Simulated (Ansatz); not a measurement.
`COB(O)Cl` + `C=C(C)C(=O)O` → `C=C(C)C(=O)OC` + `OB(O)Cl`  (substitution at a C–O bond)

Calculated with Ansatz (gas phase, PBE0-D4/def2-TZVP geometries, no zero-point term in ΔE). CCSD(T)/CBS is the MP2 limit (def2-TZVPP, def2-QZVPP) plus CCSD(T) − MP2 in def2-TZVPP, frozen cores. This one scheme is used for every species. Functionals use def2-TZVPP. B3LYP here is the variant with VWN-RPA as its local correlation; programs differ in this. Each species was taken in one conformer, which may not be the lowest.

| level | ΔE (kJ/mol) |
| --- | --- |
| r2SCAN-D4 | -11.9 |
| PBE0-D4 | -10.6 |
| B3LYP-D4 | -10.1 |
| ωB97X-V | -10.3 |
| r2SCAN | -11.6 |
| B3LYP | -9.9 |
| CCSD(T)/def2-TZVPP | -12.0 |
| HF/CBS(def2) | -9.9 |

(1) What does CCSD(T)/CBS give? (An estimate is asked.)

Largest T1 diagnostic among the species: 0.014.

Answers

(1) Computed: -11.8 kJ/mol. The listed levels differ from it by -0.1, 1.2, 1.7, 1.5, 0.2, 1.9, -0.2, 1.9 kJ/mol.

CCSD(T)/CBS has its own doubt, a few kJ/mol and more with outer-core shells, so smaller differences from it don't rank the levels.
